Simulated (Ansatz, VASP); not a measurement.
One calculation of W, two programs

```
CELL_PARAMETERS angstrom
0.00000 2.05671 2.05671
2.05671 0.00000 2.05671
2.05671 2.05671 0.00000
ATOMIC_POSITIONS crystal
W 0.00000 0.00000 0.00000
```

Change from the starting cell: volume scaled by 1.04, PAW files.

Alike in both runs: task electric field gradients; functional LDA; k mesh 14 × 14 × 14; occupations fermi-dirac, width 0.05 eV; no spin polarisation.

|  | VASP | Ansatz |
| --- | --- | --- |
| version | VASP 6.6.1 | Ansatz 0.2.0 |
| potentials or method | VASP PAW LDA potentials, release 64 (W_sv) | PAW with Ansatz's default frozen-core files, scalar-relativistic |
| plane-wave cutoff (eV) | 520 | 420 |
| valence electrons in the cell | 14 | 14 |

Ansatz gave:

| Property | Result |
| --- | --- |
| pressure (GPa) | -26.3 |
| Vzz of the field gradient on the site that differs most (V/Å²) | 0.0 |

Task: Which values does VASP return?

Result: Pressure (GPa): -25.1; Vzz of the field gradient on the site that differs most (V/Å²): 0.0.

Ansatz warned: «gradients_without_spin_orbit».

Caveats: so large a pressure means that the cell lies far from this level's equilibrium, or that cutoff or potentials fall short (VASP). The runs have no spin-orbit coupling, so splittings on W are missing.
